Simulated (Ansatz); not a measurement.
**SnO2 in Ansatz: the effect of functional**

The system is SnO2.

```
Sn O
1.0
     4.78800    0.00000    0.00000
     0.00000    4.86658    0.00000
     0.00000    0.00000    3.24090
Sn O
2 4
Direct
  0.00000 0.00000 0.00000
  0.50000 0.50000 0.50000
  0.70815 0.67896 0.00000
  0.20814 0.82104 0.50000
  0.79185 0.17896 0.50000
  0.29185 0.32104 0.00000
```

The cell is a database's computed one.

Alike in all runs:

| Property | Result |
| --- | --- |
| Program | Ansatz 0.2.0 |
| Task | band structure |
| Potentials or basis | Ansatz PAW |
| k mesh | 5 × 5 × 6 |
| Occupations | fermi-dirac, width 0.05 eV |
| Spin | no spin polarisation |

```csv
functional,cutoff,gap on the mesh (eV),pressure (GPa),largest force (eV/Å)
PBE,420 eV (not typed: the program's choice for these potentials),0.81,-0.5,0.07
PBEsol,420 eV (not typed: the program's choice for these potentials),0.73,-6.3,0.12
RPBE,420 eV (not typed: the program's choice for these potentials),0.89,3.4,0.06
revPBE,420 eV (not typed: the program's choice for these potentials),0.86,2.3,0.06
BLYP,420 eV (not typed: the program's choice for these potentials),?,?,?
r2SCAN,500 eV (not typed: the program's choice for these potentials),1.40,-8.2,0.13
```

Task: What does the run with functional BLYP give?

Result: gap on the mesh 0.83 eV; pressure 4.6 GPa; largest force 0.08 eV/Å.

Caveats: spin-orbit coupling is left out, which moves the levels of the heavy elements; the PAW data sets come from PBE, with cores solved anew for the run's functional, which leaves a small shift of forces and pressure (some runs).

